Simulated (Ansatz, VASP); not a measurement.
# H in VASP and in Ansatz

```
H
1.0
     3.70979    0.00000    0.00000
     0.00000    3.70979    0.00000
     0.00000    0.00000    4.57118
H
4
Direct
  0.00000 0.00000 0.91789
  0.00000 0.00000 0.08211
  0.50000 0.50000 0.41789
  0.50000 0.50000 0.58211
```

Alike in both runs: task single point; functional PBE; k mesh 6 × 6 × 6; occupations gaussian, width 0.02 eV; no spin polarisation.

|  | VASP | Ansatz |
| --- | --- | --- |
| version | VASP 6.6.1 | Ansatz 0.2.0 |
| potentials or method | VASP PAW PBE potentials, release 64 (H) | scalar-relativistic, plane waves, PAW |
| plane-wave cutoff (eV) | 520 | 420 |
| valence electrons in the cell | 4 | 4 |

|  | VASP | Ansatz | Ansatz less VASP |
| --- | --- | --- | --- |
| gap on the k mesh at the Fermi level (eV) | 9.28 | 9.27 | 0.000 |
| least direct gap on the mesh (eV) | 9.75 | 9.75 | 0.000 |
| pressure (GPa) | -0.2 | 0.0 | +0.16 |
| rms of the force components (eV/Å) | 0.005 | 0.001 | -0.0037 |

Atom by atom the forces differ by 0.006 eV/Å (rms over components). With one functional, cell and mesh, what is left measures potentials, basis and numerics.

A k mesh can miss the band edges. PBE gaps usually lie below the measured ones, often by a third to a half.
